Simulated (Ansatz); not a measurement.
## AlN: from a trial structure to a relaxed crystal

These are results of DFT r2SCAN, scalar-relativistic, plane waves, PAW in Ansatz, not measurements. Cutoff 500 eV, Γ-centred k mesh, Gaussian smearing, no spin polarisation in the final step.

AlN was placed on the caesium chloride structure type (Pm-3m, No. 221), with Al in place of Cs, N in place of Cl, at a guessed volume.

```xyz
2
Lattice="2.7836 0.0000 0.0000 0.0000 2.7836 0.0000 0.0000 0.0000 2.7836" Properties=species:S:1:pos:R:3 pbc="T T T"
Al    0.0000    0.0000    0.0000
N     1.3918    1.3918    1.3918
```

Steps on the 6×6×6 mesh (2 atoms). 5 of 6 steps are shown, and the free energy counts from the last. Trial steps that were taken back and renewals of the plane-wave basis can be among the rows.

```csv
step,ΔF (meV/atom),V (Å³/atom),P (GPa)
1,248.3,10.78,-30.42
2,29.8,9.28,-13.91
3,7.4,8.31,8.76
4,-0.7,8.66,-0.93
6,0.0,8.63,0.02
```

A final relaxation ran on a 22×22×22 mesh. The relaxed crystal, Pm-3m (No. 221):

```cif
data_structure
_symmetry_space_group_name_H-M 'Pm-3m'
_symmetry_Int_Tables_number 221
_cell_length_a 2.5859
_cell_length_b 2.5859
_cell_length_c 2.5859
_cell_angle_alpha 90.000
_cell_angle_beta 90.000
_cell_angle_gamma 90.000
_cell_volume 17.29
loop_
_atom_site_label
_atom_site_type_symbol
_atom_site_symmetry_multiplicity
_atom_site_Wyckoff_symbol
_atom_site_fract_x
_atom_site_fract_y
_atom_site_fract_z
_atom_site_occupancy
Al1 Al 1 a 0.00000 0.00000 0.00000 1
N1 N 1 b 0.50000 0.50000 0.50000 1
```

```json
{"Volume per atom": "8.65 Å³", "Density": "3.94 g/cm³", "Energy over the elements": "0.28 eV/atom", "Gap on the 22×22×22 mesh": "0 eV (a metal)"}
```

The zero of energy is the elements' standard structures at the same level (N₂ as a molecule); no fitted shifts are applied.

The final run used a 22×22×22 mesh on its 2-atom cell and 0.10 eV smearing. For metals, differences of a few meV/atom aren't resolved.

Symmetry constrained the relaxation, so the result can be a saddle point.

Cost: 3 runs of about 0.56 core-minutes in all, on Arm Neoverse V2 (shared hosts).